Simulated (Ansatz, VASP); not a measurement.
# GaP: VASP beside Ansatz, part 2 of 2

Aim: how closely do two programs agree when they are given the same cell, functional and k mesh?

VASP 6.6.1 and Ansatz 0.2.0.

So far: The structure; Ansatz: band structure, r2SCANh with an exact-exchange share of 0.1; VASP: band structure, r2SCANh with an exact-exchange share of 0.1.

### 4. Differences

Known differences besides the potentials themselves: exact exchange at q = 0 is treated differently, which shows on coarse meshes; VASP keeps PBE cores, Ansatz makes them for the functional; the cutoff is 500 eV in Ansatz and 400 eV in VASP; VASP takes a coarser grid for exact exchange (PRECFOCK = Fast). Total energies have different zeros and are not compared.

Both answers:

| quantity | Ansatz | VASP | difference |
| --- | --- | --- | --- |
| gap over the path points (eV) | 2.339 | 2.350 | -0.011 |

Levels at points of the path, from each program's valence-band top (eV; 3 filled, then empty):

| k (reciprocal lattice) | Ansatz | VASP |
| --- | --- | --- |
| 0.000 0.000 0.000 | 0.00 0.00 0.00 2.94 4.74 4.74 | 0.00 0.00 0.00 2.92 4.76 4.76 |
| 0.400 0.000 0.400 | -6.38 -2.72 -2.72 2.34 3.12 10.71 | -6.38 -2.72 -2.72 2.35 3.13 10.74 |
| 0.500 0.000 0.500 | -7.21 -2.91 -2.91 2.37 2.60 12.07 | -7.21 -2.90 -2.90 2.38 2.62 12.11 |
| 0.500 0.200 0.700 | -7.00 -3.77 -3.60 4.94 5.23 7.91 | -7.00 -3.76 -3.59 4.94 5.24 7.93 |
| 0.400 0.350 0.750 | -6.97 -4.21 -2.55 3.16 5.78 9.00 | -6.97 -4.21 -2.55 3.17 5.79 9.02 |
| 0.150 0.150 0.300 | -3.56 -1.89 -0.43 4.15 5.47 5.51 | -3.56 -1.88 -0.43 4.15 5.48 5.53 |
| 0.200 0.200 0.200 | -3.13 -0.52 -0.52 3.29 5.49 5.49 | -3.13 -0.52 -0.52 3.29 5.50 5.50 |
| 0.550 0.400 0.550 | -6.96 -2.65 -1.58 3.62 5.52 6.50 | -6.96 -2.65 -1.58 3.63 5.53 6.52 |
| 0.600 0.250 0.650 | -6.97 -4.21 -2.55 3.16 5.78 9.00 | -6.97 -4.21 -2.55 3.17 5.79 9.02 |
| 0.500 0.250 0.750 | -6.97 -3.85 -3.66 5.57 5.95 7.11 | -6.97 -3.84 -3.65 5.58 5.96 7.13 |

Among the levels compared at these points, filled levels agree within 10 meV and empty ones within 35 meV.

### 5. VASP: band structure, HSE03

The same path points are solved in both programs, so levels can be compared one by one.

The run reads the wave functions of an earlier VASP run, which isn't shown here.

Input file INCAR:

```
SYSTEM = GaP
PREC = Accurate
ENCUT = 400
EDIFF = 1E-06
NELM = 100
ISMEAR = 0
SIGMA = 0.02
LREAL = .FALSE.
ALGO = Normal
LHFCALC = .TRUE.
AEXX = 0.25
GGA = PE
HFSCREEN = 0.3
LASPH = .TRUE.
NBANDS = 15
PRECFOCK = Fast
LORBIT = 11
LWAVE = .FALSE.
LCHARG = .FALSE.
KPAR = 4
```

Input file POSCAR:

```
GaP
1.0
    0.0000000000      2.7252500000      2.7252500000
    2.7252500000      0.0000000000      2.7252500000
    2.7252500000      2.7252500000      0.0000000000
Ga P
1 1
Direct
    0.0000000000      0.0000000000      0.0000000000
    0.2500000000      0.2500000000      0.2500000000
```

Input file KPOINTS:

```
Automatic mesh
0
Gamma
4 4 4
0 0 0
```

Input file KPOINTS_OPT:

```
Line mode
6
Line-mode
Reciprocal
  0.00000000   0.00000000   0.00000000 GAMMA
  0.50000000   0.00000000   0.50000000 X

  0.50000000   0.00000000   0.50000000 X
  0.50000000   0.25000000   0.75000000 W

  0.50000000   0.25000000   0.75000000 W
  0.37500000   0.37500000   0.75000000 K

  0.37500000   0.37500000   0.75000000 K
  0.00000000   0.00000000   0.00000000 GAMMA

  0.00000000   0.00000000   0.00000000 GAMMA
  0.50000000   0.50000000   0.50000000 L

  0.50000000   0.50000000   0.50000000 L
  0.62500000   0.25000000   0.62500000 U

  0.62500000   0.25000000   0.62500000 U
  0.50000000   0.25000000   0.75000000 W

  0.50000000   0.25000000   0.75000000 W
  0.50000000   0.50000000   0.50000000 L

  0.50000000   0.50000000   0.50000000 L
  0.37500000   0.37500000   0.75000000 K

  0.62500000   0.25000000   0.62500000 U
  0.50000000   0.00000000   0.50000000 X
```

The projector-augmented-wave data sets are Ga_d and P (PBE family, release 64).

Started as:

```console
$ mpirun -np 4 vasp_std
```

Numbers of over 12 decimals in the logs are rounded to 6 here.

The program printed:

```text
[banner, memory and clock lines left out]
running    4 mpi-ranks, on    1 nodes
[...]
LDA part: xc-table for (Slater+PW92), standard interpolation
 found WAVECAR, reading the header
 POSCAR, INCAR and KPOINTS ok, starting setup
[...]
reading WAVECAR
 the WAVECAR file was read successfully
 initial charge from wavefunction
 entering main loop
       N       E                     dE             d eps       ncg     rms          rms(c)
DAV:   1    -0.103587910519E+02   -0.10359E+02   -0.50333E-01   342   0.165E+01    0.124E+00
DAV:   2    -0.103515561501E+02    0.72349E-02   -0.54248E-02   345   0.391E+00    0.102E+00
DAV:   3    -0.103501167640E+02    0.14394E-02   -0.57775E-03   310   0.139E+00    0.588E-01
DAV:   4    -0.103498960222E+02    0.22074E-03   -0.90992E-04   313   0.317E-01    0.312E-01
[...]
DAV:   8    -0.103497940592E+02    0.29406E-05   -0.81950E-07   176   0.767E-03    0.300E-02
DAV:   9    -0.103497928435E+02    0.12157E-05   -0.35678E-07   120   0.486E-03    0.157E-02
DAV:  10    -0.103497923955E+02    0.44799E-06   -0.15805E-07   120   0.317E-03
   1 F= -.10349792E+02 E0= -.10349792E+02  d E =-.613812E-29
 Start KPOINTS_OPT (optional k-point list driver)
k-point batch [1-8\60]
       N       E                     dE             ncg
DAV:   1    -0.285247363274E+03   -0.30702E+04      248
DAV:   2    -0.998829495424E+03   -0.71358E+03      254
DAV:   3    -0.105452873067E+04   -0.55699E+02      303
DAV:   4    -0.105588200765E+04   -0.13533E+01      310
DAV:   5    -0.105590574572E+04   -0.23738E-01      338
DAV:   6    -0.105590649462E+04   -0.74890E-03      387
DAV:   7    -0.105590650870E+04   -0.14078E-04      323
DAV:   8    -0.105590650940E+04   -0.70351E-06      283
[...]
k-point batch [57-60\60]
       N       E                     dE             ncg
DAV:   1     0.226474580428E+04   -0.26164E+04      120
DAV:   2     0.190908745602E+04   -0.35566E+03      127
DAV:   3     0.188432411971E+04   -0.24763E+02      148
DAV:   4     0.188379985700E+04   -0.52426E+00      169
DAV:   5     0.188379057882E+04   -0.92782E-02      169
DAV:   6     0.188379016195E+04   -0.41688E-03      201
DAV:   7     0.188379015750E+04   -0.44466E-05      176
DAV:   8     0.188379015747E+04   -0.31123E-07      144
```

From OUTCAR (step 5):

```text
 POSITION                                       TOTAL-FORCE (eV/Angst)
 -----------------------------------------------------------------------------------
      0.00000      0.00000      0.00000        -0.000000     -0.000000     -0.000000
      1.36262      1.36262      1.36262         0.000000      0.000000      0.000000
 -----------------------------------------------------------------------------------
    total drift:                               -0.000021     -0.000028     -0.000007

  FREE ENERGIE OF THE ION-ELECTRON SYSTEM (eV)
  ---------------------------------------------------
  free  energy   TOTEN  =       -10.3497923955 eV

  energy  without entropy=      -10.3497923955  energy(sigma->0) =      -10.34979240

[... 2 parts as in an earlier step ...]

[... 1 further part left out ...]
[key lines of the parts left out:]
E-fermi :   4.4851
```

### 6. Ansatz: band structure, HSE03

The same cell, functional, mesh and smearing now go to Ansatz, which takes its cutoff from its data sets.

Input file input.yaml:

```yaml
crystal:
  lattice:
    - [0.0, 2.72525, 2.72525]
    - [2.72525, 0.0, 2.72525]
    - [2.72525, 2.72525, 0.0]
  atoms:
    - { symbol: Ga, position: [0.0, 0.0, 0.0] }
    - { symbol: P, position: [0.25, 0.25, 0.25] }
hamiltonian:
  xc: { exchange: pbe, correlation: pbe, exx: { coeff: 0.25, omega: 0.3 } }
  pseudopotentials: { kind: paw }
kpoints:
  mp_grid: { grid: [4, 4, 4] }
  band_path:
    path:
      - [0.0, 0.0, 0.0]
      - [0.4, 0.0, 0.4]
      - [0.5, 0.0, 0.5]
      - [0.5, 0.2, 0.7]
      - [0.4, 0.35, 0.75]
      - [0.15, 0.15, 0.3]
      - [0.2, 0.2, 0.2]
      - [0.55, 0.4, 0.55]
      - [0.6, 0.25, 0.65]
      - [0.5, 0.25, 0.75]
      - [0.5, 0.5, 0.5]
      - [0.375, 0.375, 0.75]
      - [0.5, 0.0, 0.5]
    npoints: 1
scf:
  occupations: { method: gaussian, width: 0.02 }
  n_extra_bands: 7
output:
  forces: true
  stress: true
  eigenvalues: true
  write_density: true
  write_potential: true
  elf: true
  volumetric_format: npy
```

Started as:

```console
$ ansatz run input.yaml --threads 4 --pin off --max-ram 9216MiB --backend cpu --events-out ev --progress --plain --runs-dir out
```

The program printed:

```text
[...]
Crystal: 2 atoms, lattice volume = 40.481 Å³
Basis set: ecut = 420 eV, 749 PW (Γ), exchange–correlation on 54×54×54 points (8 copies of the dense FFT grid, shifted against one another)
Bands: 16, of which v1, the nominal top of the filled ones, is band 9 counted from 1 (8 counted from 0)
Symmetry: 24 space group operations
[...]
k-points: 8 of 64 (time reversal used)
[...]
--- Band table (eV; the first three rows and the last of 8) ---
  k-point 0: bands = [... 5 lower, -6.8860, 6.7669, 6.7669, 6.7669, 9.4128, 11.3424, 11.3424, 11.3424, ... 3 higher]
  k-point 1: bands = [... 5 lower, -6.0545, 2.6591, 6.0650, 6.0650, 9.6393, 12.2412, 12.2412, 13.9744, ... 3 higher]
  k-point 2: bands = [... 5 lower, -4.6673, -0.3640, 5.5701, 5.5701, 9.1161, 12.1774, 12.1774, 15.8137, ... 3 higher]
  k-point 7: bands = [... 5 lower, -3.5991, -0.2307, 2.9333, 3.1271, 12.0824, 12.5311, 13.6028, 13.6863, ... 3 higher]
[key lines of the parts left out:]
Free energy (F): -4540.445623 eV
Fermi energy:    7.831034 eV
P = ⅓ Tr σ = 1.4048 GPa (14.048 kbar)
```

It took 11 s on 4 threads of Arm Neoverse V2, shared host; peak memory 0.54 GiB; 36 s of CPU time.

Between step 4 and this run (HSE03 and cutoff 420 eV) the value for the gap on path moves from 2.34 eV to 2.12 eV.

### 7. Side by side

What differs besides the data sets and the points named for the pairs above, as far as they apply: the cutoff is 420 eV in Ansatz and 400 eV in VASP. Total energies have different zeros and are not compared.

Compared:

| quantity | Ansatz | VASP | difference |
| --- | --- | --- | --- |
| gap over the path points (eV) | 2.121 | 2.122 | -0.002 |

Levels at points of the path, from each program's valence-band top (eV; 3 filled, then empty):

| k (reciprocal lattice) | Ansatz | VASP |
| --- | --- | --- |
| 0.000 0.000 0.000 | 0.00 0.00 0.00 2.65 4.58 4.58 | 0.00 0.00 0.00 2.64 4.58 4.58 |
| 0.400 0.000 0.400 | -6.42 -2.70 -2.70 2.12 2.88 10.45 | -6.42 -2.70 -2.70 2.12 2.89 10.47 |
| 0.500 0.000 0.500 | -7.24 -2.88 -2.88 2.13 2.40 11.80 | -7.24 -2.88 -2.88 2.13 2.40 11.81 |
| 0.500 0.200 0.700 | -7.02 -3.75 -3.58 4.68 5.02 7.65 | -7.02 -3.75 -3.58 4.69 5.03 7.66 |
| 0.400 0.350 0.750 | -7.00 -4.19 -2.53 2.93 5.55 8.74 | -7.00 -4.19 -2.53 2.94 5.55 8.76 |
| 0.150 0.150 0.300 | -3.57 -1.88 -0.43 3.95 5.21 5.35 | -3.57 -1.88 -0.43 3.95 5.21 5.36 |
| 0.200 0.200 0.200 | -3.14 -0.52 -0.52 3.06 5.31 5.31 | -3.14 -0.52 -0.52 3.06 5.32 5.32 |
| 0.550 0.400 0.550 | -6.99 -2.64 -1.56 3.40 5.28 6.29 | -6.98 -2.64 -1.56 3.40 5.29 6.30 |
| 0.600 0.250 0.650 | -7.00 -4.19 -2.53 2.93 5.55 8.74 | -7.00 -4.19 -2.53 2.94 5.55 8.76 |
| 0.500 0.250 0.750 | -7.00 -3.83 -3.64 5.32 5.76 6.84 | -7.00 -3.83 -3.64 5.32 5.76 6.85 |

Among the levels compared at these points, filled levels agree within 4 meV and empty ones within 21 meV.

### 8. Outcome

| Property | Result |
| --- | --- |
| difference in gap over the path points (band structure, r2SCANh with an exact-exchange share of 0.1) | -0.011 eV |
| difference in gap over the path points (band structure, HSE03) | -0.0016 eV |

**Reading.** The difference in gap over the path points is -0.011 eV (band structure, r2SCANh with an exact-exchange share of 0.1), within the 0.08 eV picked in this series as the mark of a large difference. How closely two codes agree says nothing of how well the functional describes the real material.

[Lines on the potential files, build, host, timing and source positions are cut from VASP's logs without a mark.]

[Logs are printed without paths, hosts, clocks, repeated set-up lines and the standing remarks that a program may print on its own settings, such as how far it seeks lower states.]

[Hosts, paths, dates, database ids (printed as entryN), source tags and the programs' standing remarks are cut or masked in the printed files.]
